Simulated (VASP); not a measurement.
# CaO (Pm-3m) in VASP: a series of runs, part 2 of 2

VASP 6.6.1.

## (3) Relaxation of cell and atoms, PBE, target pressure 100 GPa, at which the enthalpy is minimised

This run uses another cell than the first one, of 9.07 Å³/atom, 0.715 times its volume.

File INCAR:

```
SYSTEM = CaO
PREC = Accurate
ENCUT = 520
EDIFF = 1E-7
ISMEAR = 0
SIGMA = 0.1
LREAL = .False.
LASPH = .True.
NELM = 100
ALGO = Fast
ISIF = 3
LWAVE = .False.
LCHARG = .False.
GGA = PE
IBRION = 2
NSW = 80
EDIFFG = -0.002
PSTRESS = 1000
```

File KPOINTS:

```
Automatic mesh
0
Gamma
  8 8 8
  0 0 0
```

File POSCAR:

```
CaO                                     
1.0
    2.6275882662      0.0000000000     -0.0000000000
    0.0000000000      2.6275882662      0.0000000000
   -0.0000000000     -0.0000000000      2.6275882662
  Ca              O             
     1     1
Direct
     0.0000000000000000    0.0000000000000000    0.0000000000000000
     0.5000000000000000    0.5000000000000000    0.5000000000000000
```

Potentials or basis: VASP PAW PBE potentials, release 64 (Ca_sv, O).

The run is started by

```bash
$ cat potpaw_PBE.64/Ca_sv/POTCAR potpaw_PBE.64/O/POTCAR > POTCAR
$ mpirun -np 1 vasp_std > vasp.out
```

OUTCAR:

```text
SYSTEM = CaO
   PREC = Accurate
   ENCUT = 520
   EDIFF = 1E-7
   ISMEAR = 0
   LREAL = .False.
   LASPH = .True.
   NELM = 100
   ISIF = 3
   GGA = PE
   IBRION = 2
   NSW = 80
   EDIFFG = -0.002
   PSTRESS = 1000

 ion  position               nearest neighbor table
   1  0.000  0.000  0.000-   2 2.28   2 2.28   2 2.28   2 2.28   2 2.28   2 2.28   2 2.28   2 2.28

   2  0.500  0.500  0.500-   1 2.28   1 2.28   1 2.28   1 2.28   1 2.28   1 2.28   1 2.28   1 2.28

  LATTYP: Found a simple cubic cell.
 ALAT       =     2.6275882662

  Lattice vectors:

 A1 = (   2.6275882662,   0.0000000000,   0.0000000000)
 A2 = (   0.0000000000,   2.6275882662,   0.0000000000)
 A3 = (   0.0000000000,   0.0000000000,   2.6275882662)

Analysis of symmetry for initial positions (statically):
=====================================================================
 Subroutine PRICEL returns:
 Original cell was already a primitive cell.

 Routine SETGRP: Setting up the symmetry group for a
 simple cubic supercell.

 Subroutine GETGRP returns: Found 48 space group operations
 (whereof 48 operations were pure point group operations)
 out of a pool of 48 trial point group operations.

The static configuration has the point symmetry O_h .

Analysis of symmetry for dynamics (positions and initial velocities):
=====================================================================
[... 389 lines left out ...]

 number of electron      16.0000011 magnetization

 Free energy of the ion-electron system (eV)
  ---------------------------------------------------
  ext. energy  EPLUGINS =         0.00000000
  ---------------------------------------------------
  free energy    TOTEN  =        -9.99907470 eV

  energy without entropy =       -9.99907470  energy(sigma->0) =       -9.99907470

 E-fermi :   7.6580     XC(G=0): -13.2766

 val. band max:        7.1321727693   @ k =   0.5000   0.5000   0.0000
 cond. band min:       9.4533880069   @ k =   0.0000   0.0000   0.0000
 fundamental gap:      2.3212152376
 Fermi energy:         7.6579769405

 k-point     1 :       0.0000    0.0000    0.0000
  band No.  band energies     occupation
      1     -31.7600      2.00000
      2     -11.2286      2.00000
      3     -11.2286      2.00000
      4     -11.2286      2.00000
      5     -10.3896      2.00000
      6       7.0285      2.00000
      7       7.0285      2.00000
      8       7.0285      2.00000
      9       9.4534      0.00000
     10       9.4534      0.00000
     11      17.7974      0.00000
     12      17.8330      0.00000
[... 331 lines left out ...]
 k-point    24 :       0.5000    0.3750    0.1250
  band No.  band energies     occupation
      1     -30.6419      2.00000
      2     -13.8763      2.00000
      3     -13.1622      2.00000
      4     -10.9905      2.00000
      5      -9.1492      2.00000
      6       4.1978      2.00000
      7       4.3182      2.00000
      8       6.2312      2.00000
      9      12.8594      0.00000
     10      14.2492      0.00000
     11      15.5725      0.00000
     12      16.0340      0.00000

 [... further k-points ...]

------------------------ aborting loop because EDIFF is reached ----------------------------------------

  FORCE on cell =-STRESS in cart. coord.  units (eV):
  Direction    XX          YY          ZZ          XY          YZ          ZX
  --------------------------------------------------------------------------------------
  -------------------------------------------------------------------------------------
  Total       10.6778278     10.6778278     10.6778278      0.0000000      0.0000000     -0.0000000
  in kB      999.9140254    999.9140254    999.9140254      0.0000000      0.0000000     -0.0000000
  external PRESSURE =      -0.0859746 kB  Pullay stress =    1000.0000000 kB
[... 21 lines left out ...]
  energy  without entropy=       -9.9990746992  energy(sigma->0) =       -9.99907470

  enthalpy is  TOTEN    =         0.6796711805 eV   P V=       10.6787458797

 reached required accuracy - stopping structural energy minimisation
```

OSZICAR:

```text
N       E                     dE             d eps       ncg     rms          rms(c)
DAV:   1     0.132216790853E+03    0.13222E+03   -0.90377E+03   840   0.145E+03
[... 109 lines left out ...]
RMM:   5    -0.999907180514E+01   -0.17119E-05   -0.78333E-06   982   0.214E-02    0.240E-03
RMM:   6    -0.999907219882E+01   -0.39369E-06   -0.26057E-06   826   0.968E-03    0.334E-03
RMM:   7    -0.999907362697E+01   -0.14281E-05   -0.38785E-06   983   0.115E-02    0.795E-03
RMM:   8    -0.999907385948E+01   -0.23251E-06   -0.15083E-06   943   0.946E-03    0.126E-02
RMM:   9    -0.999907484953E+01   -0.99005E-06   -0.34080E-06  1049   0.220E-02    0.222E-03
RMM:  10    -0.999907461423E+01    0.23530E-06   -0.19761E-07   613   0.481E-03    0.460E-04
RMM:  11    -0.999907469923E+01   -0.85001E-07   -0.74010E-08   471   0.262E-03
   7 F= 0.67967118E+00 E0= 0.67967118E+00  d E =-.143206E-04
```

CONTCAR:

```text
CaO
   1.00000000000000
     2.5767776488834255   -0.0000000000000000    0.0000000000000000
    -0.0000000000000000    2.5767776488834255   -0.0000000000000000
     0.0000000000000000   -0.0000000000000000    2.5767776488834255
  Ca              O
     1     1
Direct
     0.0000000000000000    0.0000000000000000    0.0000000000000000
     0.5000000000000000    0.5000000000000000    0.5000000000000000

  0.00000000E+00  0.00000000E+00  0.00000000E+00
  0.00000000E+00  0.00000000E+00  0.00000000E+00
```

Run time: 38 s. Hardware: 1 thread of Intel Xeon Platinum 8488C (Sapphire Rapids), shared host; peak memory 0.14 GiB.

Results:

```
Free energy                                            : -9.9991 eV
Relaxed volume                                         : 8.55 Å³/atom
Relaxed cell                                           : a = 2.577 Å, b = 2.577 Å, c = 2.577 Å, α = 90.00°, β = 90.00°, γ = 90.00°
Space group after relaxing (to 0.05 Å)                 : Pm-3m (No. 221)
Energy change on relaxing (the enthalpy is what falls) : +280.1 meV/atom
Ionic steps                                            : 7
Pressure after relaxing                                : 100.0 GPa
Band gap on the k mesh                                 : 2.32 eV, indirect (least direct gap 2.42 eV)
```

Step by step:
```tsv
step	energy change (eV)	largest force (eV/Å)	pressure (GPa)	volume (Å³)
1	0.0000	0.0000	75.00	18.14
2	2.7154	0.0000	193.51	14.67
3	0.5243	0.0000	98.42	17.17
4	0.5558	0.0000	99.80	17.12
5	0.5683	0.0000	100.35	17.10
6	0.5434	0.0000	99.27	17.14
7	0.5603	0.0000	99.99	17.11
```

Final structure:
```yaml
crystal:
  lattice:
    - [2.57678, 0.00000, 0.00000]
    - [0.00000, 2.57678, 0.00000]
    - [0.00000, 0.00000, 2.57678]
  atoms:
    - { symbol: Ca, position: [0.00000, 0.00000, 0.00000] }
    - { symbol: O, position: [0.50000, 0.50000, 0.50000] }
```

Caveat: the cell is relaxed towards a set pressure, so the enthalpy falls and the energy may rise. A k mesh can miss the band edges.

## (4) Relaxation of cell and atoms, PBE, target pressure 100 GPa, at which the enthalpy is minimised

This run uses another cell than the first one, of 8.55 Å³/atom, 0.675 times its volume.

INCAR is that of step 3.

KPOINTS is that of step 3.

File POSCAR:

```
CaO                                     
1.0
    2.5767776489     -0.0000000000      0.0000000000
   -0.0000000000      2.5767776489     -0.0000000000
    0.0000000000     -0.0000000000      2.5767776489
  Ca              O             
     1     1
Direct
     0.0000000000000000    0.0000000000000000    0.0000000000000000
     0.5000000000000000    0.5000000000000000    0.5000000000000000
```

The run is started by

```bash
$ cat potpaw_PBE.64/Ca_sv/POTCAR potpaw_PBE.64/O/POTCAR > POTCAR
$ mpirun -np 1 vasp_std > vasp.out
```

Run time: 9.4 s. Hardware: 1 thread of Intel Xeon Platinum 8488C (Sapphire Rapids), shared host; peak memory 0.12 GiB.

Results (log left out):

| Property | Result |
| --- | --- |
| Free energy | -9.9971 eV |
| Pressure after relaxing | 100.0 GPa |
| Band gap on the k mesh | 2.32 eV, indirect (least direct gap 2.42 eV) |

Final structure:
```yaml
crystal:
  lattice:
    - [2.57678, 0.00000, 0.00000]
    - [0.00000, 2.57678, 0.00000]
    - [0.00000, 0.00000, 2.57678]
  atoms:
    - { symbol: Ca, position: [0.00000, 0.00000, 0.00000] }
    - { symbol: O, position: [0.50000, 0.50000, 0.50000] }
```

Levels at points of the mesh, in eV from the valence-band top:
```tsv
k point	band 5	band 6	band 7	band 8	band 9	band 10	band 11	band 12
(0.00, 0.00, 0.00)	-17.52	-0.10	-0.10	-0.10	2.32	2.32	10.70	10.72
(0.50, 0.00, 0.00)	-14.37	-4.83	-1.36	-1.36	3.85	9.63	10.62	10.62
(0.50, 0.50, 0.00)	-16.86	-2.20	-2.20	0.00	4.70	6.20	7.78	7.78
(0.50, 0.50, 0.50)	-15.63	-5.39	-5.39	-5.39	10.71	10.71	10.71	13.19
```

Caveat: the relaxation stopped at its first step, so nothing moved; the cell is relaxed towards a set pressure, so the enthalpy falls and the energy may rise.
